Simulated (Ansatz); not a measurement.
## C (R-3m), random displacements

Theory: DFT PBE+D3(BJ), scalar-relativistic, plane waves, PAW (Ansatz). The runs took a 350 eV cutoff, a Γ-centred 6×6×6 mesh and Gaussian smearing (0.05 eV). The mesh is coarse. The cutoff lies under the one recommended for these potentials. No spin polarisation. Energies are free energies at this smearing, counted from the undisturbed cell; pressure is positive in compression.

Reference structure (as given, not relaxed at this level):

```
CELL_PARAMETERS angstrom
2.45605 -1.41800 3.34701
0.00000 2.83601 3.34701
-2.45605 -1.41800 3.34701
ATOMIC_POSITIONS crystal
C 0.16400 0.16400 0.16400
C 0.66400 0.16400 0.66400
C 0.16400 0.66400 0.66400
C 0.66400 0.66400 0.16400
C 0.83600 0.83600 0.83600
C 0.33600 0.83600 0.33600
C 0.83600 0.33600 0.33600
C 0.33600 0.33600 0.83600
```

The atoms are displaced (Å, in the unstrained cell):

| atom | ux | uy | uz |
| --- | --- | --- | --- |
| C1 | -0.010 | -0.002 | -0.027 |
| C2 | 0.003 | -0.005 | 0.032 |
| C3 | -0.009 | 0.018 | -0.043 |
| C4 | 0.007 | -0.016 | 0.027 |
| C5 | 0.014 | -0.023 | 0.048 |
| C6 | -0.005 | 0.001 | -0.038 |
| C7 | 0.029 | 0.013 | -0.021 |
| C8 | -0.030 | 0.014 | 0.023 |

Strain (Voigt, engineering shear): (0.0068, -0.0129, 0.0166, -0.0086, 0.0301, 0.0133).

What are the energy change, the stress and the forces?

ΔE = 40.5 meV/atom; stress (xx, yy, zz, yz, xz, xy; compression positive) (0.70, 19.72, -1.40, 0.18, -0.61, -7.20) GPa; gap on the mesh 0.37 eV.
| atom | Fx (eV/Å) | Fy | Fz |
| --- | --- | --- | --- |
| C1 | 1.30 | 0.17 | 1.14 |
| C2 | -0.31 | 0.74 | 0.66 |
| C3 | 1.21 | -1.16 | 1.52 |
| C4 | -0.14 | 1.73 | 0.49 |
| C5 | -1.64 | 1.86 | -1.45 |
| C6 | 0.41 | -0.59 | -0.51 |
| C7 | -2.59 | -1.63 | -0.49 |
| C8 | 1.76 | -1.13 | -1.36 |

Cost: 1 run of about 0.093 core-minutes, on Intel Xeon 6975P-C (Granite Rapids) (shared hosts).